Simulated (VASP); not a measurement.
Sn, 2 atoms in the cell. Symmetry: Fd-3m, No. 227, cubic system. Conventional cell: a = 6.467 Å, b = 6.467 Å, c = 6.467 Å, α = 90.00°, β = 90.00°, γ = 90.00°. Sn (site symmetry -43m) is surrounded by 4 Sn at 2.80 Å. This isn't the form of Sn at room conditions, which is tetragonal (white tin).

```yaml
Program: VASP 6.6.1
Task: single point
Functional: PBE
Potentials_or_basis: VASP PAW PBE potentials, release 64 (Sn_d)
Cutoff: 250 eV
k_mesh: 6 × 6 × 6
Occupations: gaussian, width 0.02 eV
Spin: no spin polarisation
Further_INCAR_settings: ALGO = Normal; EDIFF = 1e-07
```

Potentials or basis: VASP PAW PBE potentials, release 64 (Sn_d).

Command:

```bash
$ cat potpaw_PBE.64/Sn_d/POTCAR > POTCAR
$ mpirun -np 1 vasp_std > vasp.out
```

Hardware: 1 thread of Intel(R) Xeon(R) Platinum 8488C (Sapphire Rapids) (shared host).

Task: Estimate the wall time of this run.

Result: It took 6.8 s on 1 thread of Intel(R) Xeon(R) Platinum 8488C (Sapphire Rapids), with other jobs on the host, peak memory 0.13 GiB. Counts: scf iterations 13, k points 16.
